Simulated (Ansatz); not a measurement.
Cu: one input, then a changed one

Structure from Materials Project entry mp-998890 (possibly hypothetical), not relaxed further.

First run: DFT, r2SCAN, all-electron PAW with datasets made for the crystal, scalar-relativistic (Ansatz 0.2.0).

Command: `ansatz run input.yaml --threads 1 --pin off --max-ram 2048MiB --backend cpu --events-out ev --progress --plain --runs-dir out` The run took 63 s on 1 thread of AMD EPYC 7R43 64-Core Processor (Zen 3) (shared host), peak memory 0.71 GiB.

```yaml
crystal:
  lattice:
    - [-1.44279332, 1.44279332, 1.37608145]
    - [1.44279332, -1.44279332, 1.37608145]
    - [1.44279332, 1.44279332, -1.37608145]
  atoms:
    - { symbol: Cu, position: [0.0, 0.0, 0.0] }
kpoints:
  mp_grid: { grid: [18, 18, 18] }
  band_path:
    path:
      - [0.0, 0.0, 0.0]
      - [0.0, 0.0, 0.5]
      - [-0.5, 0.5, 0.5]
      - [0.0, 0.0, 0.0]
      - [0.4774154906, 0.4774154906, -0.4774154906]
      - [-0.4774154906, 0.5225845094, 0.4774154906]
      - [-0.5, 0.5, 0.5]
      - [0.0, 0.0, 0.5]
      - [0.25, 0.25, 0.25]
    npoints: 8
scf:
  occupations: { method: fermi_dirac, width: 0.05 }
hamiltonian:
  xc: r2scan
  pseudopotentials: { kind: all_electron, datasets: crystal }
output:
  forces: true
  stress: true
  eigenvalues: true
  efg: { contact_densities: true }
```

Result: converged; pressure 0.16 GPa; 12 SCF iterations.

The input is then changed:

```diff
@@ -22,7 +22,9 @@
 scf:
   occupations: { method: fermi_dirac, width: 0.05 }
+  algorithm: direct_min
 hamiltonian:
   xc: r2scan
   pseudopotentials: { kind: all_electron, datasets: crystal }
+  dispersion: d4
 output:
   forces: true
```

(1) Predict the outcome of the changed run.

Answers

(1) It was refused before any iteration. The program says:
```
Error: hamiltonian.pseudopotentials.datasets: crystal, beside a feature not held to (scf.algorithm: direct_min / scf.convergence.dm_fallback; scf.algorithm: direct_min) — the datasets of this kind: all_electron run are made for its crystal, and no such run has been held to what stands beside, or a reason given rules it out; change each as told or leave it out, or set another kind (and leave the keys of all_electron out)
```
